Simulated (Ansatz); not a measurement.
# SnSe (buck sheet): the cost of one run

Program: Ansatz 0.2.0. Level of theory: DFT PBE, scalar-relativistic, plane waves, PAW. These are calculated values, not measurements.

3 further runs of the same task are left out: 1 that didn't finish, 2 set aside as unsound or not needed. Runs told in other sessions of the task aren't counted.

## 1. The system as given

The structure is trigonal, space group P3m1 (No. 156). The conventional cell has a = 3.914 Å, b = 3.914 Å, c = 26.904 Å, α = 90.00°, β = 90.00°, γ = 120.00°. Sn (site symmetry 3m) has 3 Se at 2.74 Å in its first shell of neighbours. Around Se (site symmetry 3m) lie 3 Sn at 2.74 Å.

Structure file:

```xyz
2
Lattice="3.9143 0.0000 0.0000 -1.9571 3.3899 0.0000 0.0000 0.0000 26.9037" Properties=species:S:1:pos:R:3 pbc="T T T"
Sn    0.0000    2.2599    8.4902
Se    1.9571    1.1300   10.0454
```

This sheet was relaxed beforehand with the same method; its gap on the mesh is 2.26 eV.

## 2. Building the armchair ribbon, N = 5

The ribbon is cut from the relaxed sheet, periodic along c; N counts formula units a period. The edge energy is the mean of both edges over the sheet, -5746.9815 eV an atom.

The cell holds 5 Sn, 5 Se: a = 16.800 Å, b = 10.900 Å, c = 6.780 Å, α = 90.00°, β = 90.00°, γ = 90.00°.

## 3. Relaxation

Pressure and volume refer to the whole cell with its vacuum; only the period along c may change.

The input, input.yaml:

```yaml
crystal:
  lattice:
    - [16.8, 0.0, 0.0]
    - [0.0, 10.9, 0.0]
    - [0.0, 0.0, 6.7797015376]
  atoms:
    - { symbol: Sn, position: [0.616495908, 0.4286591373, 0.3333333333] }
    - { symbol: Sn, position: [0.7329918159, 0.4286591373, 0.8333333333] }
    - { symbol: Sn, position: [0.383504092, 0.4286591373, 0.3333333333] }
    - { symbol: Sn, position: [0.5, 0.4286591373, 0.8333333333] }
    - { symbol: Sn, position: [0.2670081841, 0.4286591373, 0.8333333333] }
    - { symbol: Se, position: [0.7329918159, 0.5713408627, 0.1666666667] }
    - { symbol: Se, position: [0.5, 0.5713408627, 0.1666666667] }
    - { symbol: Se, position: [0.616495908, 0.5713408627, 0.6666666667] }
    - { symbol: Se, position: [0.2670081841, 0.5713408627, 0.1666666667] }
    - { symbol: Se, position: [0.383504092, 0.5713408627, 0.6666666667] }
basis:
  ecutwfc: 420
kpoints:
  mp_grid: { grid: [1, 1, 5] }
hamiltonian:
  xc: pbe
scf:
  occupations: { method: gaussian, width: 0.05 }
output:
  forces: true
  stress: true
  eigenvalues: true
  populations: true
  write_density: true
  write_potential: true
  elf: true
  volumetric_format: npy
relax:
  adjacent_minimum: "off"
  f_tol: 0.02
  max_steps: 45
  cell: { fix: [a, b, alpha, beta, gamma], stress_tol: 0.03 }
```

Command:

```
> ansatz run input.yaml --threads 4 --pin off --max-ram 11264MiB --backend cpu --events-out ev --progress --plain --runs-dir out
```

Q: Estimate wall time and peak memory on 4 threads of Arm Neoverse V2, shared host.

About 3.5 min, with a peak of 1.8 GiB.
